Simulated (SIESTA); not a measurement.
# InP: single point with PBE

**Measured values to compare with.**

A printed reference work, data compilation reports, for a bulk crystal of InP at 1.6 K: band gap 1.4236 eV (direct).

The system is InP.

```
In P
1.0
     0.00000    2.93050    2.93050
     2.93050    0.00000    2.93050
     2.93050    2.93050    0.00000
In P
1 1
Cartesian
  0.0000 0.0000 0.0000
  4.3957 4.3957 4.3957
```

```json
{
  "Program": "SIESTA 5.4.2",
  "Task": "single point",
  "Functional": "PBE",
  "Potentials or basis": "PseudoDojo 0.4 standard (PBE files)",
  "Basis": "DZP (energy shift 0.002 Ry; radii capped at 9.5 bohr)",
  "Grid cutoff": "500 Ry",
  "Energy shift": "0.002 Ry",
  "k mesh": "8 × 8 × 8",
  "Occupations": "fermi-dirac, width 0.05 eV",
  "Spin": "no spin polarisation"
}
```

The pressure is 4.0 GPa, the band gap on the k mesh is 0.81 eV, direct and the hirshfeld charges are In +0.23; P -0.23 e. The voronoi charges are In +0.30; P -0.30 e.

Levels at points of the mesh, in eV from the valence-band top:
| k point | band 7 | band 8 | band 9 | band 10 | band 11 | band 12 |
| --- | --- | --- | --- | --- | --- | --- |
| (0.00, 0.00, 0.00) | 0.00 | 0.00 | 0.00 | 0.81 | 4.06 | 4.06 |
| (0.50, 0.00, 0.00) | -5.83 | -1.00 | -1.00 | 1.49 | 4.80 | 4.80 |
| (0.00, 0.50, 0.00) | -5.83 | -1.00 | -1.00 | 1.49 | 4.80 | 4.80 |
| (0.50, 0.50, 0.00) | -5.86 | -2.37 | -2.37 | 1.73 | 2.26 | 9.33 |
| (0.00, 0.00, 0.50) | -5.83 | -1.00 | -1.00 | 1.49 | 4.80 | 4.80 |
| (0.50, 0.00, 0.50) | -5.86 | -2.37 | -2.37 | 1.73 | 2.26 | 9.33 |
| (0.00, 0.50, 0.50) | -5.86 | -2.37 | -2.37 | 1.73 | 2.26 | 9.33 |
| (0.50, 0.50, 0.50) | -5.83 | -1.00 | -1.00 | 1.49 | 4.80 | 4.80 |

Wall time 32 s on 1 thread of Arm Neoverse V2, on a shared host, peak memory 0.25 GiB.

Against the measured gap of InP, 1.4236 eV (direct; 1.6 K; a printed reference work, data compilation), the calculated 0.81 eV is off by -0.62 eV. Spin-orbit coupling on In is left out. The value is that of PBE in an atomic basis (PseudoDojo 0.4 standard (PBE files), DZP (energy shift 0.002 Ry; radii capped at 9.5 bohr)), whose error adds to the functional's,, without temperature or zero-point motion. Semilocal functionals fall short of measured gaps as a rule.

Caveat: semicore shells carry a single zeta, which can move pressures by several GPa and volumes by a few percent; spin-orbit coupling is left out, which moves the levels of the heavy elements; the basis of atomic orbitals isn't converged, which shifts pressures, moduli and gaps.
